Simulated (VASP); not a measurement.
Write the native input for VASP 6.6.1 that does the following.

| Property | Result |
| --- | --- |
| Task | relaxation of cell and atoms |
| Functional | optPBE-vdW |
| Potentials or basis | VASP PAW PBE potentials, release 64 (Ge_d) |
| Cutoff | 600 eV |
| k mesh | 8 × 8 × 8 |
| Occupations | fermi-dirac, width 0.05 eV |
| Spin | no spin polarisation |
| Further INCAR settings | ALGO = Normal; EDIFF = 1e-06; IBRION = 2; EDIFFG = -0.01; NSW = 60; ISIF = 3 |

The structure of Ge lies in POSCAR:

```
Ge
1.0
    0.0000000000      2.8289100000      2.8289100000
    2.8289100000      0.0000000000      2.8289100000
    2.8289100000      2.8289100000      0.0000000000
Ge
2
Direct
    0.7500000000      0.7500000000      0.7500000000
    0.5000000000      0.5000000000      0.5000000000
```

The input as run:

INCAR

```
PREC = Accurate
ENCUT = 600
EDIFF = 1E-6
ISMEAR = -1
SIGMA = 0.05
LREAL = False
LASPH = True
NELM = 80
ALGO = Normal
ISIF = 3
LWAVE = False
LCHARG = False
GGA = OR
LUSE_VDW = True
AGGAC = 0.0
IBRION = 2
NSW = 60
EDIFFG = -0.01
```

KPOINTS

```
regular mesh
0
Gamma
  8 8 8
```

Potentials or basis: VASP PAW PBE potentials, release 64 (Ge_d).

Launch:

```bash
$ cat potpaw_PBE.64/Ge_d/POTCAR > POTCAR
$ mpirun -np 1 vasp_std > vasp.out
```

It gave:

- Relaxed volume: 24.08 Å³/atom
- Relaxed cell: a = 4.084 Å, b = 4.084 Å, c = 4.084 Å, α = 60.00°, β = 60.00°, γ = 60.00°
- Space group after relaxing (to 0.05 Å): Fd-3m (No. 227)
- Energy gained by relaxing: 18.4 meV/atom
- Ionic steps: 5
- Pressure after relaxing: 0.0 GPa
- Band gap on the k mesh: none (metal or under the smearing width)

Caveat: the PAW data sets were made with another functional, which shifts forces and pressure a little; this crystal is a semiconductor, whose small gap the functional closes, so the metal is an error of the method.

Wall time 3.6 min on 1 thread of Intel(R) Xeon(R) Platinum 8488C (Sapphire Rapids), with other jobs on the host, peak memory 0.39 GiB.
